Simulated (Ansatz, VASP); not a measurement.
# Pt in VASP and in Ansatz

Contents of INCAR:

```
SYSTEM = Pt
PREC = Accurate
ENCUT = 520
EDIFF = 1E-6
ISMEAR = 1
SIGMA = 0.1
LREAL = .False.
LASPH = .True.
NELM = 60
ALGO = Normal
ISIF = 2
LWAVE = .False.
LCHARG = .False.
GGA = PS
NBANDS = 17
```

Contents of KPOINTS:

```
Automatic mesh
0
Gamma
  7 7 4
  0 0 0
```

Contents of POSCAR:

```
Pt
1.0
    2.6880850619      0.0011294464     -0.0005417993
   -1.3430716897      2.3342221728     -0.0028540564
   -0.0009455842     -0.0064823127      4.8506725271
Pt
2
Direct
    0.6645333282      0.3239658397      0.7299877534
    0.3185154958      0.7162961196      0.2291683596
```

Input for Ansatz:

```yaml
crystal:
  lattice:
    - [2.6880850618883407, 0.0011294464392782807, -0.0005417993045672873]
    - [-1.3430716897383626, 2.334222172760702, -0.0028540564467074907]
    - [-0.0009455841673123766, -0.006482312702899595, 4.85067252705918]
  atoms:
    - { symbol: Pt, position: [0.6645333282167236, 0.3239658397483779, 0.7299877533974466] }
    - { symbol: Pt, position: [0.31851549580062, 0.7162961195945784, 0.22916835959017404] }
kpoints:
  mp_grid:
    grid: [7, 7, 4]
hamiltonian:
  xc: pbesol
  pseudopotentials:
    kind: paw
scf:
  occupations:
    method: cold
output:
  forces: true
  stress: true
```

This isn't the form of Pt at room conditions, which is fcc.

Alike in both runs: task single point; functional PBEsol; k mesh 7 × 7 × 4; no spin polarisation.

|  | VASP | Ansatz |
| --- | --- | --- |
| version | VASP 6.6.1 | Ansatz 0.2.0 |
| potentials or method | VASP PAW PBE potentials, release 64 (Pt) | plane waves, PAW |
| plane-wave cutoff (eV) | 520 | 420 |
| occupations | methfessel-paxton of order 1, width 0.1 eV | cold |
| valence electrons in the cell | 20 | 36 |

VASP gave:

| Quantity | Value |
| --- | --- |
| pressure (GPa) | -0.3 |
| largest component of the traceless stress (GPa) | 1.32 |
| rms of the force components (eV/Å) | 0.062 |

Task: Estimate Ansatz's values.

Result: Pressure (GPa): 0.2; largest component of the traceless stress (GPa): 1.31; rms of the force components (eV/Å): 0.060.

Atom by atom the forces differ by 0.003 eV/Å (rms over components). The two sets of potentials don't hold the same shells in valence.

Caveats: the k mesh is coarse (spacing up to 0.39 Å⁻¹), so the values aren't converged; the PAW data sets were made with another functional, which shifts forces and pressure a little (VASP). Spin-orbit coupling is left out, which matters for the levels of Pt.
